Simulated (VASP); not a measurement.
Write the native input for VASP 6.6.1 that does the following.

* Task: atomic charges
* Functional: PBEsol
* Potentials or basis: VASP PAW PBE potentials, release 64 (B, As)
* Cutoff: 520 eV
* k mesh: 9 × 9 × 9
* Occupations: gaussian, width 0.02 eV
* Spin: no spin polarisation
* Further INCAR settings: ALGO = Normal; EDIFF = 1e-06

The structure of BAs lies in POSCAR:

```
BAs
1.0
    2.9343700000      0.0000000000      0.0000000000
    0.0000000000      2.9343700000      0.0000000000
    0.0000000000      0.0000000000      2.9343700000
B As
1 1
Direct
    0.5000000000      0.5000000000      0.5000000000
    0.0000000000      0.0000000000      0.0000000000
```

The cell was built by a generator and needn't be a form met in nature.

These files were run (other wordings do the same):

INCAR

```
SYSTEM = BAs
ALGO = Normal
EDIFF = 1E-6
ENCUT = 520
GGA = PS
ISIF = 2
ISMEAR = 0
LASPH = .TRUE.
LCHARG = .FALSE.
LORBIT = 10
LREAL = .FALSE.
LWAVE = .FALSE.
NELM = 60
PREC = Accurate
SIGMA = 0.02
```

KPOINTS

```
k-points
0
G
  9 9 9
  0 0 0
```

Potentials or basis: VASP PAW PBE potentials, release 64 (B, As).

Run with:

```sh
$ cat potpaw_PBE.64/B/POTCAR potpaw_PBE.64/As/POTCAR > POTCAR
$ mpirun -np 1 vasp_std > vasp.out
```

Results of the run:

```json
{
 "Pressure": "-3.6 GPa",
 "Band gap on the k mesh": "none (metal or under the smearing width)",
 "Valence electrons inside the program's atomic spheres": "B 1.51; As 2.65"
}
```

Caveat: the PAW data sets were made with another functional, which shifts forces and pressure a little.

Wall time 8.4 s on 1 thread of AMD EPYC 7R43 64-Core Processor (Zen 3) (shared host), peak memory 0.1 GiB.
